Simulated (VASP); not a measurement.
VASP 6.6.1, r²SCAN single-point calculation, AgCl (rocksalt)

INCAR

```
LASPH = .TRUE.
ALGO = Normal
ENCUT = 520
METAGGA = R2SCAN
IBRION = -1
NELM = 120
ISMEAR = 0
LREAL = .FALSE.
EDIFF = 1E-7
NBANDS = 16
PREC = Accurate
LWAVE = .FALSE.
LCHARG = .FALSE.
NSW = 0
SIGMA = 0.01
ISIF = 2
```

KPOINTS

```
KPOINTS created by Atomic Simulation Environment
0
Gamma
8 8 8
0 0 0
```

KPOINTS_OPT

```
special points
8
Reciprocal
0.0000000000 0.0000000000 0.0000000000 1
0.5000000000 0.0000000000 0.5000000000 1
0.6250000000 0.2500000000 0.6250000000 1
0.3750000000 0.3750000000 0.7500000000 1
0.5000000000 0.5000000000 0.5000000000 1
0.5000000000 0.2500000000 0.7500000000 1
0.0375000000 0.0375000000 0.0750000000 1
0.0000000000 0.0000000000 0.5000000000 1
```

POSCAR

```
Ag Cl
 1.0000000000000000
     0.0000000000000000    2.7731838141105607    2.7731838141105607
     2.7731838141105607    0.0000000000000000    2.7731838141105607
     2.7731838141105607    2.7731838141105607    0.0000000000000000
 Ag  Cl
   1   1
Cartesian
 -0.0000000000000000  0.0000000000000000 -0.0000000000000000
  2.7731838141105603  2.7731838141105603  2.7731838141105603
```

VASP ran with the recommended PBE PAW datasets (18 valence electrons in the cell).

Command

```
mpirun -np 1 vasp_std
```

From OUTCAR

```
k-points           NKPTS =     29   k-points in BZ     NKDIM =     29   number of bands    NBANDS=     16

   NELECT =      18.0000    total number of electrons

   dimension x,y,z NGX =    30 NGY =   30 NGZ =   30
   dimension x,y,z NGXF=    60 NGYF=   60 NGZF=   60

  energy-cutoff  :      520.00
  volume of cell :       42.65
      direct lattice vectors                 reciprocal lattice vectors
     0.000000000  2.773183814  2.773183814    -0.180298182  0.180298182  0.180298182
     2.773183814  0.000000000  2.773183814     0.180298182 -0.180298182  0.180298182
     2.773183814  2.773183814  0.000000000     0.180298182  0.180298182 -0.180298182

 k-points in reciprocal lattice and weights: KPOINTS created by Atomic Simulation Env
   0.00000000  0.00000000  0.00000000       0.002
   0.12500000  0.00000000  0.00000000       0.016
   0.25000000  0.00000000  0.00000000       0.016
   0.37500000  0.00000000  0.00000000       0.016
   0.50000000  0.00000000  0.00000000       0.008
   0.12500000  0.12500000  0.00000000       0.012
   0.25000000  0.12500000  0.00000000       0.047
   0.37500000  0.12500000  0.00000000       0.047
   ...

 E-fermi :   3.6657

 k-point     1 :       0.0000    0.0000    0.0000
  band No.  band energies     occupation
      1     -12.2768      2.00000
      2       1.0916      2.00000
      3       1.0916      2.00000
      4       1.0916      2.00000
      5       1.1043      2.00000
      6       1.1043      2.00000
      7       1.1043      2.00000
      8       1.1552      2.00000
      9       1.1552      2.00000
     10       4.9589      0.00000
     11      14.8744      0.00000
     12      14.8744      0.00000
     13      14.8744      0.00000
     14      16.3016      0.00000
     15      17.7494      0.00000
     16      17.7494      0.00000

 k-point     2 :       0.1250    0.0000    0.0000
  band No.  band energies     occupation
      1     -12.2173      2.00000
      2       0.3112      2.00000
      3       0.3692      2.00000
      4       0.3692      2.00000
      5       1.1588      2.00000
      6       1.1588      2.00000
      7       1.3770      2.00000
      8       1.9448      2.00000
      9       1.9448      2.00000
     10       5.6454      0.00000
     11      13.4956      0.00000
     12      14.6033      0.00000
     13      14.6033      0.00000
     14      16.2479      0.00000
     15      16.2479      0.00000
     16      16.8912      0.00000

 k-point     3 :       0.2500    0.0000    0.0000
  band No.  band energies     occupation
      1     -12.0679      2.00000
      2      -0.7217      2.00000
      3      -0.2242      2.00000
      4      -0.2242      2.00000
      5       1.2826      2.00000
      6       1.2826      2.00000
      7       1.5443      2.00000
      8       2.7240      2.00000
      9       2.7240      2.00000
     10       6.9672      0.00000
     11      11.8537      0.00000
     12      13.3447      0.00000
     13      13.3447      0.00000
     14      16.4147      0.00000
     15      16.4147      0.00000
     16      16.7434      0.00000

 k-point     4 :       0.3750    0.0000    0.0000
  band No.  band energies     occupation
      1     -11.9094      2.00000
      2      -1.5075      2.00000
      3      -0.6024      2.00000
      4      -0.6024      2.00000
      5       1.4111      2.00000
      6       1.4111      2.00000
      7       1.7081      2.00000
      8       3.3110      2.00000
      9       3.3110      2.00000
     10       7.9821      0.00000
     11      10.8805      0.00000
     12      12.2275      0.00000
     13      12.2275      0.00000
     14      17.0261      0.00000
     15      17.3101      0.00000
     16      17.3101      0.00000

 k-point     5 :       0.5000    0.0000    0.0000
  band No.  band energies     occupation
      1     -11.8409      2.00000
      2      -1.7970      2.00000
      3      -0.7320      2.00000
      4      -0.7320      2.00000
      5       1.4658      2.00000
      6       1.4658      2.00000
      7       1.7842      2.00000
      8       3.5362      2.00000
      9       3.5362      2.00000
     10       8.2422      0.00000
     11      10.6982      0.00000
     12      11.8089      0.00000
     13      11.8089      0.00000
     14      17.6210      0.00000
     15      17.9249      0.00000
     16      17.9249      0.00000

 k-point     6 :       0.1250    0.1250    0.0000
  band No.  band energies     occupation
      1     -12.1997      2.00000
      2      -0.1850      2.00000
      3       0.6561      2.00000
      4       0.6561      2.00000
      5       1.0567      2.00000
      6       1.1819      2.00000
      7       1.5399      2.00000
      8       1.5399      2.00000
      9       2.0279      2.00000
     10       5.9130      0.00000
     11      13.7540      0.00000
     12      14.1555      0.00000
     13      14.4494      0.00000
     14      14.4494      0.00000
     15      18.0549      0.00000
     16      18.1476      0.00000

 k-point     7 :       0.2500    0.1250    0.0000
  band No.  band energies     occupation
      1     -12.0858      2.00000
      2      -0.7633      2.00000
      3       0.0914      2.00000
      4       0.1619      2.00000
      5       1.1221      2.00000
      6       1.3051      2.00000
      7       1.6018      2.00000
      8       2.0377      2.00000
      9       2.5913      2.00000
     10       6.9985      0.00000
     11      12.1415      0.00000
     12      12.8783      0.00000
     13      13.9323      0.00000
     14      15.0225      0.00000
     15      17.6530      0.00000
     16      18.2346      0.00000

 k-point     8 :       0.3750    0.1250    0.0000
  band No.  band energies     occupation
      1     -11.9359      2.00000
      2      -1.2857      2.00000
      3      -0.5039      2.00000
      4      -0.3423      2.00000
      5       1.2676      2.00000
      6       1.4361      2.00000
      7       1.6871      2.00000
      8       2.6956      2.00000
      9       3.1053      2.00000
     10       8.0855      0.00000
     11      10.6581      0.00000
     12      12.2748      0.00000
     13      13.0084      0.00000
     14      15.9867      0.00000
     15      18.0102      0.00000
     16      18.1239      0.00000

 k-point     9 :       0.5000    0.1250    0.0000
  band No.  band energies     occupation
      1     -11.8388      2.00000
      2      -1.6200      2.00000
      3      -0.7193      2.00000
      4      -0.6398      2.00000
      5       1.4066      2.00000
      6       1.4800      2.00000
      7       1.7532      2.00000
      8       3.1922      2.00000
      9       3.2496      2.00000
     10       8.7261      0.00000
     11       9.9114      0.00000
     12      12.1655      0.00000
     13      12.2906      0.00000
     14      17.0768      0.00000
     15      18.0831      0.00000
     16      18.7970      0.00000

 k-point    10 :      -0.3750    0.1250    0.0000
  band No.  band energies     occupation
      1     -11.8589      2.00000
      2      -1.5658      2.00000
      3      -0.6970      2.00000
      4      -0.5805      2.00000
      5       1.4174      2.00000
      6       1.4479      2.00000
      7       1.7414      2.00000
      8       2.8581      2.00000
      9       3.4990      2.00000
     10       8.6846      0.00000
     11      10.1203      0.00000
     12      12.1261      0.00000
     13      12.1806      0.00000
     14      16.9910      0.00000
     15      17.9476      0.00000
     16      18.4915      0.00000

 k-point    11 :      -0.2500    0.1250    0.0000
  band No.  band energies     occupation
      1     -11.9823      2.00000
      2      -1.1176      2.00000
      3      -0.5185      2.00000
      4      -0.1470      2.00000
      5       1.2936      2.00000
      6       1.3842      2.00000
      7       1.6716      2.00000
      8       2.2878      2.00000
      9       3.2977      2.00000
     10       7.8127      0.00000
     11      11.2388      0.00000
     12      12.3304      0.00000
     13      12.8391      0.00000
     14      15.8462      0.00000
     15      17.9255      0.00000
     16      18.0408      0.00000

 k-point    12 :      -0.1250    0.1250    0.0000
  band No.  band energies     occupation
      1     -12.1299      2.00000
      2      -0.4224      2.00000
      3      -0.1374      2.00000
      4       0.3704      2.00000
      5       1.1856      2.00000
      6       1.2824      2.00000
      7       1.6526      2.00000
      8       1.7187      2.00000
      9       2.7057      2.00000
     10       6.5437      0.00000
     11      12.8184      0.00000
     12      13.0435      0.00000
     13      14.1440      0.00000
     14      15.1601      0.00000
     15      17.0987      0.00000
     16      17.9558      0.00000

 ...

  Total       -0.0292660     -0.0292660     -0.0292660      0.0000000      0.0000000     -0.0000000
  in kB       -1.0992809     -1.0992809     -1.0992809      0.0000000      0.0000000     -0.0000000
  external PRESSURE =      -1.0992809 kB  Pullay stress =       0.0000000 kB

 POSITION                                       TOTAL-FORCE (eV/Angst)
 -----------------------------------------------------------------------------------
      0.00000      0.00000      0.00000        -0.000000     -0.000000     -0.000000
      2.77318      2.77318      2.77318         0.000000      0.000000      0.000000
 -----------------------------------------------------------------------------------
    total drift:                               -0.000000      0.000000      0.000000

  FREE ENERGIE OF THE ION-ELECTRON SYSTEM (eV)
  ---------------------------------------------------
  free  energy   TOTEN  =       -28.6432179603 eV

  energy  without entropy=      -28.6432179603  energy(sigma->0) =      -28.64321796
```

- gap between bands v and c: 1.42 eV
- least direct gap: 3.55 eV
- pressure: -0.1 GPa

Band v is the last that the valence electrons fill when counted band by band, and c is the next.

The run took about 92 s on one core of a shared host (Intel Xeon Platinum 8488C) and held 0.18 GiB at most.
